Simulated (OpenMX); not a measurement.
Crystal: KI.

```xyz
2
Lattice="0.0000 3.5328 3.5328 3.5328 0.0000 3.5328 3.5328 3.5328 0.0000" Properties=species:S:1:pos:R:3 pbc="T T T"
I     3.5274    3.4959    3.5897
K    -0.0064    0.0222    0.0202
```

The cell isn't the ideal one: atoms moved at random, drawn with an rms of 0.05 Å.

Base run:

```yaml
Program: OpenMX 3.8.5
Functional: PBE
Potentials_or_basis: OpenMX 2013 PBE set, I7.0-s3p2d2f1, K10.0-s3p2d1, grid cutoff 500 Ry
k_mesh: 7 × 7 × 7
Occupations: fermi-dirac, width 0.05 eV
Spin: no spin polarisation
```

Its results: band gap on the k mesh 4.05 eV, direct; pressure 0.7 GPa; largest force 0.085 eV/Å.

Question: The run is repeated on the same cell with these changes: potentials or basis from OpenMX 2013 PBE set, I7.0-s3p2d2f1, K10.0-s3p2d1, grid cutoff 500 Ry to OpenMX 2013 PBE set, I7.0-s3p2d2, K10.0-s3p2, grid cutoff 300 Ry. What comes out?

Answer: Band gap on the k mesh 3.99 eV, direct; pressure 1.4 GPa; largest force 0.124 eV/Å.

Caveats: spin-orbit coupling is left out, which moves the levels of the heavy elements; an odd mesh through Γ misses points on the zone boundary, where band edges often lie; the basis of atomic orbitals isn't converged, which shifts pressures, moduli and gaps.
